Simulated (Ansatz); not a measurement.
Computed with DFT, revPBE, plane waves (420 eV) with PAW, scalar-relativistic in Ansatz 0.2.0. (PAW data from PBE, frozen cores regenerated.)

An element in the fcc structure gives this curve. The cell is scaled uniformly from the relaxed one, with fractional coordinates and shape fixed. Energies are extrapolated to zero smearing, pressures are those at the given smearing. Magnetic state: spin not included.

| V (Å³/atom) | E − E₀ (meV/atom) | P (GPa) |
| --- | --- | --- |
| 18.583 | 14.2 | 2.04 |
| 19.428 | 5.8 | 1.23 |
| 20.272 | 1.3 | 0.56 |
| 21.117 | 0.0 | 0.00 |
| 21.962 | 1.4 | -0.48 |
| 22.806 | 5.2 | -0.88 |
| 23.651 | 10.8 | -1.22 |

(1) Which element is it?
A. arsenic
B. tantalum
C. gallium
D. lithium

Answers

(1) D. Its fit is V₀ = 21.07 Å³/atom, B₀ = 13.0 GPa, B₀′ = 3.3.
